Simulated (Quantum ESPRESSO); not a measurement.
# ZnAu: zone-centre phonons under several settings

```
Au Zn
1.0
     3.14700    0.00000    0.00000
     0.00000    3.14700    0.00000
     0.00000    0.00000    3.14700
Au Zn
1 1
Direct
  0.00000 0.00000 0.00000
  0.50000 0.50000 0.50000
```

All runs used Quantum ESPRESSO 7.5; potentials GBRV 1.5 PBE; k mesh 7 × 7 × 7; no spin polarisation; cutoff 762 eV; occupations cold, width 0.2 eV.

| level | geometry | volume (Å³/atom) | pressure (GPa) | lowest optical mode without the field (cm⁻¹) |
| --- | --- | --- | --- | --- |
| PBE | relaxed at -3 GPa | 16.51 | -2.9 | 119 |
| PBE | relaxed at 0 GPa | 16.09 | 0.0 | 130 |
| PBE | relaxed at 3 GPa | ? | 3.0 | ? |
| PBE | relaxed at 8 GPa | 15.21 | 8.0 | 155 |
| PBE | relaxed at 15 GPa | 14.63 | 15.0 | 172 |

Task: What stands in the row left open?

Result: Volume 15.73 Å³/atom; lowest optical mode without the field 140 cm⁻¹.

Caveats: the mesh is thin for the phonons of a metal; the cell is more than 3 GPa from zero pressure, which shifts response properties (some runs).

For the row left open. Caveat: the mesh is thin for the phonons of a metal; the cell is more than 3 GPa from zero pressure, which shifts response properties.
